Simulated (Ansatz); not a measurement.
# Te (beta tin type): the cost of one run

Computed with Ansatz 0.2.0 (DFT PBE, with the methods named in each step, unless a step's input says otherwise).

1 further run of the same task is left out (it didn't finish).

**1. The starting structure**

The structure is tetragonal, space group I4_1/amd (No. 141). Conventional cell: a = 6.011 Å, b = 6.011 Å, c = 3.306 Å, α = 90.00°, β = 90.00°, γ = 90.00°. Around Te (site symmetry -4m2) lie 6 Te at 3.12 to 3.31 Å.

Coordinates:

```
Te
1.0
    -3.00571    3.00571    1.65314
     3.00571   -3.00571    1.65314
     3.00571    3.00571   -1.65314
Te
2
Direct
  0.62500 0.87500 0.75000
  0.37500 0.12500 0.25000
```

Whether this phase is the stable one at these pressures isn't tested.

Atoms are numbered in the order of the input: Te1, Te2.

**2. Cell relaxed at zero pressure, PAW**

Input file input.yaml:

```yaml
crystal:
  lattice:
    - [-3.0057130193, 3.0057130193, 1.6531421606]
    - [3.0057130193, -3.0057130193, 1.6531421606]
    - [3.0057130193, 3.0057130193, -1.6531421606]
  atoms:
    - { symbol: Te, position: [-0.375, -0.125, -0.25] }
    - { symbol: Te, position: [0.375, 0.125, 0.25] }
kpoints:
  mp_grid: { grid: [15, 15, 15] }
scf:
  occupations: { method: fermi_dirac, width: 0.08 }
hamiltonian:
  xc: pbe
  pseudopotentials: { kind: paw }
output:
  forces: true
  stress: true
  write_density: true
  write_potential: true
  elf: true
  volumetric_format: npy
relax:
  f_tol: 0.005
  max_steps: 40
  cell: {}
```

The run is started by

```bash
ansatz run input.yaml --threads 1 --pin off --max-ram 2048MiB --backend cpu --events-out ev --progress --plain --runs-dir out
```

What time and memory should one allow on 1 thread of Arm Neoverse V1, shared host?

About 2.3 min, with a peak of 0.56 GiB.
